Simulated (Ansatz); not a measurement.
## Ge and a denser form

Theory: DFT PBE+D3(BJ), scalar-relativistic, plane waves, PAW in Ansatz. All cells share a 420 eV cutoff and Γ-centred k meshes spaced at most about 0.3 Å⁻¹ (about 0.25 or finer for metals, 2π included). No spin polarisation.

Temperature and zero-point effects are left out. All cells are relaxed at this level.

```csv
form,space group,conventional cell,V (Å³/atom),E over A (meV/atom)
A,Fd-3m (No. 227),a = 5.699 Å,23.14,0
B,Cmmm (No. 65),"a = 2.899 Å, b = 4.828 Å, c = 2.654 Å",18.57,181
```

Task: Estimate the pressure at which B overtakes A in enthalpy, neglecting compression.

Result: With H = E + PV and fixed volumes, the enthalpies cross at P = ΔE/(V_A − V) for a denser form of volume V). For B: 0.181 eV / 4.57 Å³ = 0.0396 eV/Å³ = 6.3 GPa. (1 eV/Å³ = 160.2 GPa.) The more open form is usually the softer one, so ΔV shrinks under load and the true crossing tends to lie higher; dense phases that weren't computed may step in before it.

Origin: A, reached from a measured cell (COD), among other starts; B, reached from a Materials Project cell (its symmetry changed).
